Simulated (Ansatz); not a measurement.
input.yaml (Ansatz)

```yaml
crystal:
  lattice:
    - [-1.5606668948, 1.5606668948, 1.5606668948]
    - [1.5606668948, -1.5606668948, 1.5606668948]
    - [1.5606668948, 1.5606668948, -1.5606668948]
  atoms:
    - { symbol: Pt, position: [0.0, 0.0, 0.0], spin: 1.0 }
hamiltonian:
  xc: pbe
  pseudopotentials:
    kind: paw
    azcp:
      Pt: "pseudopotentials/Pt.paw.azcp"
basis:
  ecutwfc: 420
  fft_grid_basis: typed
kpoints:
  mp_grid: { grid: [23, 23, 23], shift: [0, 0, 0] }
magnetization:
  spin_polarized: true
scf:
  occupations: { method: fermi_dirac, width: 0.05 }
output:
  stress: true
```

Output

```
Engine: ansatz 0.2.0, x86_64-unknown-linux-gnu
Pseudopotentials: kind: paw
Pseudopotential: Pt, paw, valence charge 18, recommended cutoff 420 eV (normal) 
Functional definition: PBE
  parameter kappa = 0.804
  parameter beta = 0.06672455060314922
  exchange = pbe_x(kappa = kappa, mu = beta*pi^2/3)
  correlation = pbe_c(beta = beta)
Crystal: 1 atoms, lattice volume = 15.205 Å³
Basis set: ecut = 420 eV, 321 PW (Γ)
Bands: 14, of which v1, the nominal top of the filled ones, is band 9 counted from 1 (8 counted from 0)
Symmetry: 48 space group operations
Space group: Im-3m (ITA 229), of the structure as read, at distance tolerance 2.5e-5 Å
Magnetic group: BNS 229.140 (UNI 1642), of the structure as read, at distance tolerance 2.5e-5 Å
k-points: 364 of 12167
Non-local potential: Pt, projectors of the file, l = 0: 3, l = 1: 2, l = 2: 2, l = 3: 1
PAW form: soft (Blöchl's): semilocal exchange-correlation on the pseudo side does not see the compensation charge
PAW one-centre angular grid: Pt, 590 points (default); XC on 64 Gauss nodes
Initial density: superposition of atomic densities (chi_scale 0.1, normalization cell)
Starting moments: Σ|m| = 1 μB on 1 of 1 site
Initial wavefunctions: pseudopotential atomic-orbital guess
Functional: x = pbe(κ = 0.804, μ = 0.2195149727645171), c = pbe(β = 0.06672455060314922)
SCF iter   1: F=—  HF=-12523.121764 eV  |F-HF|=—  |Δ(HF+E_count)|=         —  Δρ=7.74e-2 (↑7.74e-2 ↓3.70e-2)  dr2=7.47e-1  dr2_m=3.01e-1  M=0.064 μB ∫|m|=0.064 μB  β_m=0.30  ethr=3.10e-3  ⟨swp⟩=5.0  Hψ=53492  notcnv=0
Mixer restart at iter 1: flushing history
SCF iter   2: F=—  HF=-12522.919715 eV  |F-HF|=—  |Δ(HF+E_count)|=   2.02e-1  Δρ=4.64e-2 (↑4.64e-2 ↓2.94e-2)  dr2=1.41e-1  dr2_m=1.52e-1  M=0.049 μB ∫|m|=0.049 μB  β_m=0.46  ethr=3.10e-3  ⟨swp⟩=2.0  Hψ=19084  notcnv=0  defer=413
SCF iter   3: F=—  HF=-12522.904107 eV  |F-HF|=—  |Δ(HF+E_count)|=   1.56e-2  Δρ=1.40e-2 (↑1.40e-2 ↓1.22e-2)  dr2=5.64e-3  dr2_m=1.93e-2  M=0.019 μB ∫|m|=0.019 μB  β_m=0.60  ethr=7.81e-4  ⟨swp⟩=2.2  Hψ=16580  notcnv=0  defer=413
SCF iter   4: F=—  HF=-12522.906007 eV  |F-HF|=—  |Δ(HF+E_count)|=   1.90e-3  Δρ=4.71e-4 (↑3.09e-4 ↓4.71e-4)  dr2=1.31e-5  dr2_m=1.34e-5  M=0.001 μB ∫|m|=0.001 μB  β_m=0.75  ethr=3.13e-5  ⟨swp⟩=1.9  Hψ=15931  notcnv=0  defer=410
SCF iter   5: F=—  HF=-12522.906035 eV  |F-HF|=—  |Δ(HF+E_count)|=   2.80e-5  Δρ=1.06e-4 (↑8.74e-5 ↓1.06e-4)  dr2=5.01e-7  dr2_m=1.08e-6  M=0.000 μB ∫|m|=0.000 μB  β_m=0.85  ethr=7.27e-8  ⟨swp⟩=2.0  Hψ=16783  notcnv=0  defer=410
SCF iter   6: F=—  HF=-12522.906041 eV  |F-HF|=—  |Δ(HF+E_count)|=   5.78e-6  Δρ=2.14e-5 (↑1.36e-5 ↓2.14e-5)  dr2=1.43e-7  dr2_m=1.12e-8  M=0.000 μB ∫|m|=0.000 μB  β_m=0.93  ethr=2.78e-9  ⟨swp⟩=2.1  Hψ=15446  notcnv=0  defer=410
SCF iter   7: F=—  HF=-12522.906041 eV  |F-HF|=—  |Δ(HF+E_count)|=   1.98e-7  Δρ=8.82e-7 (↑8.82e-7 ↓7.44e-7)  dr2=1.48e-10  dr2_m=3.64e-11  M=-0.000 μB ∫|m|=0.000 μB  β_m=0.91  ethr=7.95e-10  ⟨swp⟩=2.0  Hψ=13890  notcnv=0  defer=410
SCF iter   8: F=-12522.906041 eV  HF=-12522.906041 eV  |F-HF|=3.64e-12  |Δ(HF+E_count)|=  8.00e-11  Δρ=2.25e-7 (↑2.25e-7 ↓6.80e-8)  dr2=5.41e-12  dr2_m=1.96e-12  M=-0.000 μB ∫|m|=0.000 μB  ethr=1.00e-12  ⟨swp⟩=1.0  Hψ=29310  notcnv=0
SCF 1 converged in 8 iterations: F = -12522.906041 eV  dr2 = 5.41e-12
WARN: the starting moments were not kept: the SCF closed with an absolute magnetisation of 1.0e-6 μB, where they sum to 1 μB in size (1 site). That is at most 0.1 of that sum. Measured as dr2_m measures the in/out step, that magnetisation stands 3.8e-13 eV from none, at or under the dr2_threshold of 1.0e-7 eV: it is no larger than a step whose dr2_m would equal this threshold. The system may hold no moment; this SCF shows only that its start led to no more than that. To try another start: raise the starting moments (crystal.atoms[].spin, magnetization.per_species, magnetization.initial_magnetization, or on a non-collinear deck that types none of these the spinor_matrix: blocks that start its atoms; where the total moment is fixed, keep their sum and leave initial_magnetization as it is; typed ones take the place of any that the run laid by itself, positive ones on a crystal's lanthanoids without a Hubbard term where scf.initial_density.shell_occupations: [] is typed) or, if the notice of its spin-set hold's release reads "site moments contracting" or "site moments show no strong build", lengthen the hold (scf.mixing.spin_hold: { on: { confirm: 4 } }; for m-r²SCAN on two components see the key's manual first). Each may lead to a state that holds a moment. A second SCF, from the converged charge density, with the starting moments and any scf.initial_density.shell_occupations laid on it anew, would have followed, and was not run: the deck does not ask for one (magnetization.retry_lost_moments is false, the default). To let it run, set magnetization.retry_lost_moments: true and run the deck again, where that key's refused combinations let it; where memory then withholds it, that run's warning says so.
SCF converged after 8 iterations
Magnetization: -0.0000 μB (9.0000 up, 9.0000 down)
Absolute magnetization: 0.0000 μB (∫|ρ↑−ρ↓|, with the PAW one-centre terms)
Spin contamination: 0.0000 ħ² per cell (⟨S²⟩ above its minimum at these occupations)
Per-site moments (μB) at R_I (Å): [(-6.279210973406169e-7, 1.1150511716372953)]
Free energy (F): -12522.906041 eV
Harris-Foulkes:  -12522.906041 eV  (|F-HF|=3.64e-12)
Internal energy: -12522.900039 eV  (E = F + TS)
E sigma→0 (E₀):  -12522.903040 eV
Entropy (-TS):   -0.006003 eV (-6.003 meV/atom)
Fermi energy:    22.933393 eV
--- Per-component energies (eV) ---
  E_band       = -131.434835
  E_kinetic    = 638.786297
  E_local      = -1473.074736  (includes V_loc(G=0)·N_el)
  E_nonlocal   = 200.083640
  E_hartree    = 547.423574
  E_xc         = -262.131799
  E_vxc        = -303.313128  (∫ρ·V_xc dr)
  E_paw        = -9454.190038  (= ΣΔE_a)
  E_vpaw       = -288.764141  (= ΣTr[D̂ρ^β])
  E_aug_tail   = 0.000184  (compensation charges beyond the density's cutoff)
  E_ewald      = -2719.797161
  E_smearing   = -0.006003  (= −TS)
  E_closure    = -0.000000  (closes the sum)
  Σ components = -12522.906041   (vs F -12522.906041, Δ=0.00e0)
--- Stress (GPa, compression-positive) ---
       10.635447       0.000000       0.000000
        0.000000      10.635447       0.000000
       -0.000000       0.000000      10.635447
  P = ⅓ Tr σ = 10.6354 GPa (106.354 kbar)
```
